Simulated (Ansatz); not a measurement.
Runs of Ansatz 0.2.0 on ZrN. It takes space group Fm-3m (No. 225, cubic). Conventional cell: a = 4.600 Å, b = 4.600 Å, c = 4.600 Å, α = 90.00°, β = 90.00°, γ = 90.00°. Zr (site symmetry m-3m) has 6 N at 2.30 Å as nearest neighbours. N (site symmetry m-3m) is surrounded by 6 Zr at 2.30 Å. 

```tsv
task	level	spin	cell	k mesh	smearing	points for each segment of the path	gap on the mesh (eV)	pressure (GPa)	relaxed volume (Å³/atom)
relaxation of cell and atoms	RPBE	off	relaxed	10 × 10 × 10	fermi-dirac 0.05 eV	-	-	0.0	12.32
single point	PBE	off	as given	10 × 10 × 10	gaussian 0.012 eV	-	none	(a)	-
relaxation of cell and atoms	BLYP	off	relaxed	10 × 10 × 10	fermi-dirac 0.05 eV	-	none	0.0	(b)
band structure	PBEsol	SOC, no magnetisation	as given	7 × 7 × 7	fermi-dirac 0.05 eV	14	none	-7.7	-
relaxation of cell and atoms	revPBE	off	relaxed	10 × 10 × 10	fermi-dirac 0.05 eV	-	-	0.0	12.26
```

Alike in all rows: potentials or basis Ansatz PAW; cutoff (eV) 420.

Problem. Fill in the values left out.

Solution. (a) -0.9; (b) 12.54.

Caveats: the PAW data sets come from PBE, with cores solved anew for the run's functional, which leaves a small shift of forces and pressure (some runs); the plane-wave basis is chosen anew once the cell has moved, so the energies of steps on either side of that aren't comparable (some runs).

A k mesh can miss the band edges, and rows without SOC leave out spin-orbit coupling on Zr.

A gap of «none» marks a metal or a gap under the smearing width.
